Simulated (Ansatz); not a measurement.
# Zr: response to strain

Aim: deform Zr (equal xx and yy strain of -2 %) and compute stress, forces and field gradients with LAPW, PAW and all-electron datasets made for the crystal.

Computed with Ansatz 0.2.0 (DFT PBE, scalar-relativistic, unless a step's input says otherwise).

**1. The structure to begin with**

Symmetry: Im-3m, No. 229, cubic system. The conventional cell has a = 3.620 Å, b = 3.620 Å, c = 3.620 Å, α = 90.00°, β = 90.00°, γ = 90.00°. Around Zr (site symmetry m-3m) lie 8 Zr at 3.14 Å.

As a file:

```xyz
1
Lattice="-1.8100 1.8100 1.8100 1.8100 -1.8100 1.8100 1.8100 1.8100 -1.8100" Properties=species:S:1:pos:R:3 pbc="T T T"
Zr    0.0000    0.0000    0.0000
```

**2. After the deformation**

Space group Im-3m before, I4/mmm after.

**3. All-electron LAPW**

input.yaml

```yaml
crystal:
  lattice:
    - [-1.7738, 1.7738, 1.81]
    - [1.7738, -1.7738, 1.81]
    - [1.7738, 1.7738, -1.81]
  atoms:
    - { symbol: Zr, position: [0.0, 0.0, 0.0] }
kpoints:
  mp_grid: { grid: [14, 14, 14] }
  band_path:
    path:
      - [0.0, 0.0, 0.0]
      - [0.0, 0.0, 0.5]
      - [0.25, 0.25, 0.25]
      - [0.0, 0.5, 0.0]
      - [0.0, 0.0, 0.0]
      - [0.5, 0.5, -0.5]
      - [0.4901, 0.5099, -0.4901]
      - [-0.4901, 0.4901, 0.4901]
      - [0.0, 0.0, 0.0]
    npoints: 5
scf:
  occupations: { method: fermi_dirac, width: 0.08 }
hamiltonian:
  xc: pbe
  pseudopotentials: { kind: all_electron, lapw: { basis_error: 0.0005 } }
output:
  forces: true
  stress: true
  eigenvalues: true
```

On the command line:

```console
$ ansatz run input.yaml --threads 1 --pin off --max-ram 3072MiB --backend cpu --events-out ev --progress --plain --runs-dir out
```

**4. PAW with frozen cores**

input.yaml

```yaml
crystal:
  lattice:
    - [-1.7738, 1.7738, 1.81]
    - [1.7738, -1.7738, 1.81]
    - [1.7738, 1.7738, -1.81]
  atoms:
    - { symbol: Zr, position: [0.0, 0.0, 0.0] }
kpoints:
  mp_grid: { grid: [14, 14, 14] }
scf:
  occupations: { method: fermi_dirac, width: 0.08 }
hamiltonian:
  xc: pbe
  pseudopotentials: { kind: paw }
output:
  forces: true
  stress: true
  eigenvalues: true
  efg: { contact_densities: true }
  write_density: true
  write_potential: true
  elf: true
  volumetric_format: npy
```

**5. All-electron PAW on datasets made for the crystal**

Edit input.yaml of step 4 so:

```diff
@@ -13,3 +13,3 @@
   xc: pbe
-  pseudopotentials: { kind: paw }
+  pseudopotentials: { kind: all_electron, datasets: crystal }
 output:
@@ -19,5 +19 @@
   efg: { contact_densities: true }
-  write_density: true
-  write_potential: true
-  elf: true
-  volumetric_format: npy
```

(Steps that only read results are left out.)

What does the calculation give? Wanted: pressure; largest shear or deviatoric stress.

The runs gave:

| quantity | value |
| --- | --- |
| pressure | LAPW 0.31, PAW 0.29, crystal datasets 0.32 GPa |
| largest shear or deviatoric stress (LAPW) | 0.13 GPa |

**Reading.** The largest part of the stress beyond the pressure is 0.13 GPa in size, in the zz component. No run of the undeformed cell stands beside it, so the pressure holds what the given cell had before the change. PAW: stress within 0.03 GPa of LAPW. Crystal datasets: stress within 0.01 GPa of LAPW.
